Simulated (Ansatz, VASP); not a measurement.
# Two plane-wave programs on Si

Contents of POSCAR:

```
Si
1.0
    2.6205428149      0.0000000000      0.0000000000
   -1.3102714075      2.2694566494      0.0000000000
    0.0000000000      0.0000000000      2.4663543900
Si
1
Direct
    0.0000000000      0.0000000000      0.0000000000
```

The input INCAR.step1:

```
ALGO = Normal
EDIFF = 1E-5
ENCUT = 520
GGA = PE
ISIF = 2
ISMEAR = -1
LASPH = T
LCHARG = F
LREAL = F
LWAVE = T
NBANDS = 8
NELM = 60
PREC = Accurate
SIGMA = 0.05
```

Contents of INCAR.step2:

```
AEXX = 0.25
ALGO = Normal
EDIFF = 1E-6
ENCUT = 520
HFRCUT = -1
ISIF = 2
ISMEAR = -1
ISTART = 1
LASPH = T
LCHARG = F
LHFCALC = T
LMIXTAU = T
LREAL = F
LWAVE = F
METAGGA = R2SCAN
NBANDS = 8
NELM = 60
PREC = Accurate
PRECFOCK = Normal
SIGMA = 0.05
```

File KPOINTS:

```
k-points
0
Gamma
  6 6 6
```

KPOINTS_OPT

```
path GMKGALHA,LM,KH
12
line-mode
reciprocal
 0.0000000000  0.0000000000  0.0000000000  G
 0.5000000000  0.0000000000  0.0000000000  M

 0.5000000000  0.0000000000  0.0000000000  M
 0.3333333333  0.3333333333  0.0000000000  K

 0.3333333333  0.3333333333  0.0000000000  K
 0.0000000000  0.0000000000  0.0000000000  G

 0.0000000000  0.0000000000  0.0000000000  G
 0.0000000000  0.0000000000  0.5000000000  A

 0.0000000000  0.0000000000  0.5000000000  A
 0.5000000000  0.0000000000  0.5000000000  L

 0.5000000000  0.0000000000  0.5000000000  L
 0.3333333333  0.3333333333  0.5000000000  H

 0.3333333333  0.3333333333  0.5000000000  H
 0.0000000000  0.0000000000  0.5000000000  A

 0.5000000000  0.0000000000  0.5000000000  L
 0.5000000000  0.0000000000  0.0000000000  M

 0.3333333333  0.3333333333  0.0000000000  K
 0.3333333333  0.3333333333  0.5000000000  H
```

Contents of input.yaml:

```yaml
crystal:
  lattice:
    - [2.6205428149, 0.0, 0.0]
    - [-1.3102714075, 2.2694566494, 0.0]
    - [0.0, 0.0, 2.46635439]
  atoms:
    - { symbol: Si, position: [0.0, 0.0, 0.0] }
hamiltonian:
  xc: r2scan0
  pseudopotentials: { kind: paw }
kpoints:
  mp_grid: { grid: [6, 6, 6] }
scf:
  occupations: { method: fermi_dirac, width: 0.05 }
output:
  forces: true
  stress: true
  eigenvalues: true
```

This isn't the form of Si at room conditions, which is diamond.

Alike in both runs: functional r2SCAN0; k mesh 6 × 6 × 6; occupations fermi-dirac, width 0.05 eV; no spin polarisation.

|  | VASP | Ansatz |
| --- | --- | --- |
| version | VASP 6.6.1 | Ansatz 0.2.0 |
| potentials or method | VASP PAW PBE potentials, release 64 (Si) | Ansatz PAW |
| plane-wave cutoff (eV) | 520 | 500 |
| valence electrons in the cell | 4 | 4 |
| task | band structure | single point |

Ansatz gave:

| Property | Result |
| --- | --- |
| gap on the k mesh at the Fermi level (eV) | none |
| pressure (GPa) | 2.3 |
| largest component of the traceless stress (GPa) | 6.14 |

Problem. Which values does VASP return?

Solution. gap on the k mesh at the Fermi level (eV): none; pressure (GPa): 1.3; largest component of the traceless stress (GPa): 5.65.

A gap of «none» marks a metal or a gap that the smearing closes. With one functional, cell and mesh, what is left measures potentials, basis and numerics.

Caveats: the k mesh is coarse (spacing up to 0.46 Å⁻¹), so the values aren't converged, least of all with exact exchange; the PAW data sets were made with another functional, which shifts forces and pressure a little (VASP); the PAW data sets come from PBE, with cores solved anew for the run's functional, which leaves a small shift of forces and pressure (Ansatz); the thresholds are loose for stress (Ansatz).
